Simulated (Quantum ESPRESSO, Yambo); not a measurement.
# CuCl (Nantokite): bands and cutoff in G0W0 with Yambo, part 2 of 2

What does each rung of G0W0 on CuCl (Nantokite) cost, and what does it buy?

Quantum ESPRESSO 7.5 and Yambo 5.3.0; PBE and many-body steps on it, plane waves. Known limits of the many-body steps: not at the basis limit; d shell near the gap, gap tends to lie low; coarse k mesh.

So far. Step 2 (Empty states on the mesh, 4×4×4 mesh, 478 bands): On this mesh the gap is 0.533 eV. Step 4 (71 bands, 122.5 eV): The gap on the mesh goes from 0.53 eV to 1.23 eV, a correction of +0.69 eV.

The database entry behind the starting cell differs from later determinations by our own check (0.1 to 0.3 % short, probably kX units), so it need not match the best structure at ambient conditions.

In doubt: a PseudoDojo file used here is known to give poor structures and forces, which bears on pressures, cells, forces and phonons.

### 5. 203 bands, 231.3 eV

Level of this step: G0W0 on PBE, plane waves, norm-conserving pseudopotentials (Yambo).

Contents of gw2.in:

```
HF_and_locXC
gw0
dyson
ppa
em1d
rim_cut
RandQpts= 1000000
RandGvec= 1 RL
EXXRLvcs= 84 Ry
VXCRLvcs= 336 Ry
Chimod= "HARTREE"
% BndsRnXp
 1 | 203 |
%
NGsBlkXp= 17 Ry
% LongDrXp
 1 | 1 | 1 |
%
% GbndRnge
 1 | 203 |
%
DysSolver= "n"
ExtendOut
PPAPntXp= 27.21138 eV
% QPkrange
 1 | 1 | 12 | 15 |
%
```

Launch:

```console
$ OMP_NUM_THREADS=1 mpirun -n 4 yambo -F gw2.in -J gw2 -C gw2 > gw2.log
```

Log:

```text
 Yambo, version 5.3.0

 [02] CORE Variables Setup
 =========================

  [... cell, symmetries and grids as in the set-up ...]

  [02.05] Energies & Occupations
  ==============================

  [X] === General ===
  [X] Electronic Temperature                        :  0.000000  0.000000 [eV K]
  [X] Bosonic    Temperature                        :  0.000000  0.000000 [eV K]
  [X] Finite Temperature mode                       : no
  [X] El. density                                   :  0.65838E+24 [cm-3]
  [X] Fermi Level                                   :  7.622151 [eV]

  [X] === Gaps and Widths ===
  [X] Conduction Band Min                           :  0.533284 [eV]
  [X] Valence Band Max                              :  0.000000 [eV]
  [X] Filled Bands                                  :  13
  [X] Empty Bands                                   :    14   478
  [X] Direct Gap                                    :  0.533284 [eV]
  [X] Direct Gap localized at k                     :  1
  [X] Indirect Gap                                  :  0.533284 [eV]
  [X] Indirect Gap between kpts                     :  1  1
  [X] Last valence band width                       :  1.105528 [eV]
  [X] 1st conduction band width                     :  4.500600 [eV]

 [03] Transferred momenta grid and indexing
 ==========================================

 IBZ Q-points                                      :   8
 BZ  Q-points                                      :   64

 K/Q-points units:
 rlu = crystal or reduced units; cc = cartesian coordinates; iku = interal k-units

 Q [1]          [rlu]:  0.000000  0.000000  0.000000
 Q [2]          [rlu]: -0.90400E-17 -0.90400E-17  0.25000
 Q [3]          [rlu]:  0.18080E-16  0.18080E-16 -0.50000
[...]
================================================

 [VXC] Plane waves :  27725
 [EXS] Plane waves :   3527

 QP @ state[ 1 ] K range:  1  1
 QP @ state[ 1 ] b range:  12  15

 [xc] Functional : Perdew, Burke & Ernzerhof(X)+Perdew, Burke & Ernzerhof(C)
 [xc] LIBXC used to calculate xc functional
  PP Number of Atomic Species                      :  2
  NLCC RL compoments                               :  27725
  PP Number of Atomic Species                      :  2
  NLCC RL compoments                               :  27725

 [xc] E_xc :  -20.64911 [Ha]
      E_xc :  -41.29822 [Ry]

  Local XC kind (lXC) : Perdew, Burke & Ernzerhof(X)+Perdew, Burke & Ernzerhof(C)
  Non-Local XC kind (nlXC) : Hartree-Fock

  Corrections @ K [1] :  [eV]
 <12|nlXC|12> = -35.76023  0.14772E-16 <12|lXC|12> = -28.89121 -0.37763E-15
 <13|nlXC|13> = -35.76032 -0.53899E-17 <13|lXC|13> = -28.89121 -0.15341E-15
 <14|nlXC|14> = -5.950915  0.28033E-17 <14|lXC|14> = -10.29704  0.47204E-16
 <15|nlXC|15> = -6.008371 -0.11586E-17 <15|lXC|15> = -11.24837 -0.23602E-16

 [08] Dyson equation: Newton solver
 ==================================

  [08.01] G0W0 (W PPA)
  ====================

  [  GW  ] Bands range     :    1  203
  [GW/PPA] G damping       :  0.100000 [eV]

  QP @ state[ 1 ] K range:  1  1
  QP @ state[ 1 ] b range:  12  15

   Sc/G bands                                       :    1  203
   Sc/G damping                                     :  0.100000 ev
   Sc bands terminator                              : no
   Sx RL components                                 :   3527

   QP @ state[ 1 ] K range                          :  1  1
   QP @ state[ 1 ] b range                          :  12  15
   GF energies kind                                 : Perdew, Burke & Ernzerhof(X)+Perdew, Burke & Ernzerhof(C)
   GF WF`s kind                                     : Perdew, Burke & Ernzerhof(X)+Perdew, Burke & Ernzerhof(C)
   Xs energies kind                                 : Perdew, Burke & Ernzerhof(X)+Perdew, Burke & Ernzerhof(C)
   Xs WF`s kind                                     : Perdew, Burke & Ernzerhof(X)+Perdew, Burke & Ernzerhof(C)

 [11] Game Over & Game summary
```

Run time: 3.6 min. Hardware: 4 MPI ranks of Arm Neoverse V1, shared host; peak memory 1.8 GiB; 15 min of CPU time.

This step gave:

| Quantity | Value |
| --- | --- |
| G0W0 gap on the points computed | 1.128 eV |
| starting gap on the mesh | 0.5333 eV |
| k of the valence top | 0, 0, 0 |
| k of the conduction bottom | 0, 0, 0 |
| least direct G0W0 gap on the computed points | 1.128 eV |
| Z at the valence top | 0.7441 |
| Z at the conduction bottom | 0.8155 |

Against G0W0 in Yambo (4×4×4 mesh, 71 bands, screening to 122.5 eV, Godby-Needs plasmon pole), the gap moves by −0.099 eV.

### 6. 478 bands, 353.7 eV

Contents of gw3.in:

```
HF_and_locXC
gw0
dyson
ppa
em1d
rim_cut
RandQpts= 1000000
RandGvec= 1 RL
EXXRLvcs= 84 Ry
VXCRLvcs= 336 Ry
Chimod= "HARTREE"
% BndsRnXp
 1 | 478 |
%
NGsBlkXp= 26 Ry
% LongDrXp
 1 | 1 | 1 |
%
% GbndRnge
 1 | 478 |
%
DysSolver= "n"
ExtendOut
PPAPntXp= 27.21138 eV
% QPkrange
 1 | 1 | 12 | 15 |
%
```

Launch:

```console
$ OMP_NUM_THREADS=1 mpirun -n 4 yambo -F gw3.in -J gw3 -C gw3 > gw3.log
```

Log:

```text
 Yambo, version 5.3.0

 [02] CORE Variables Setup
 =========================

  [... cell, symmetries and grids as in the set-up ...]

  [02.05] Energies & Occupations
  ==============================

  [X] === General ===
  [X] Electronic Temperature                        :  0.000000  0.000000 [eV K]
  [X] Bosonic    Temperature                        :  0.000000  0.000000 [eV K]
  [X] Finite Temperature mode                       : no
  [X] El. density                                   :  0.65838E+24 [cm-3]
[...]
Sx RL components                                 :   3527

   QP @ state[ 1 ] K range                          :  1  1
   QP @ state[ 1 ] b range                          :  12  15
   GF energies kind                                 : Perdew, Burke & Ernzerhof(X)+Perdew, Burke & Ernzerhof(C)
   GF WF`s kind                                     : Perdew, Burke & Ernzerhof(X)+Perdew, Burke & Ernzerhof(C)
   Xs energies kind                                 : Perdew, Burke & Ernzerhof(X)+Perdew, Burke & Ernzerhof(C)
   Xs WF`s kind                                     : Perdew, Burke & Ernzerhof(X)+Perdew, Burke & Ernzerhof(C)

 [11] Game Over & Game summary
```

It took 25 min on 4 MPI ranks; peak memory 2.8 GiB; 1.6 h of CPU time.

This step gave:

```
G0W0 gap on the points computed              : 1.141 eV
starting gap on the mesh                     : 0.5333 eV
k of the valence top                         : 0, 0, 0
k of the conduction bottom                   : 0, 0, 0
least direct G0W0 gap on the computed points : 1.141 eV
```

Against G0W0 in Yambo (4×4×4 mesh, 203 bands, screening to 231.3 eV, Godby-Needs plasmon pole), the gap moves by +0.014 eV.

### 7. Side by side

Times are wall times on 4 MPI ranks of Arm Neoverse V1, shared host, good to a factor of about two.

| run | mesh | bands | screening cutoff (eV) | DFT gap (eV) | gap on the mesh (eV) | direct (eV) | time |
| --- | --- | --- | --- | --- | --- | --- | --- |
| 71 bands, 122.5 eV | 4×4×4 | 71 | 122.5 | 0.533 | 1.227 | 1.227 | 36 s |
| 203 bands, 231.3 eV | 4×4×4 | 203 | 231.3 | 0.533 | 1.128 | 1.128 | 3.6 min |
| 478 bands, 353.7 eV | 4×4×4 | 478 | 353.7 | 0.533 | 1.141 | 1.141 | 25 min |

### 8. Outcome

| Property | Result |
| --- | --- |
| 71 bands, 122.5 eV | 1.227 eV |
| 203 bands, 231.3 eV | 1.128 eV |
| 478 bands, 353.7 eV | 1.141 eV |
| known limits | not at the basis limit; d shell near the gap, gap tends to lie low; coarse k mesh |

**Reading.** From the first rung to the last the gap moves by −0.09 eV for 41 times the time. The gap turns back along the series, so no limit is drawn from it. In the G0W0 runs levels were corrected at 1 k point alone, so a gap called «on the mesh» is the least over those, and an edge elsewhere would be missed. The 4×4×4 mesh is coarse for this cell, which bears on the long-range parts of exchange and screening. A d shell, filled or nearly so, lies near the gap. One-shot GW converges very slowly in bands there, not always from below, and on a semilocal start the gap tends to come out low; starts rich in exact exchange can overshoot instead.

[Paths, hosts, dates, memory and timing lines, banners, echoed tables and standing remarks are left out of the program output.]

[Logs are printed without paths, hosts, clocks, repeated set-up lines and the standing remarks that a program may print on its own settings, such as how far it seeks lower states.]

[Runs of the session that timed out or met a known fault of the program may be left out.]

[Hosts, paths, dates, database ids (printed as entryN), source tags and the programs' standing remarks are cut or masked in the printed files.]
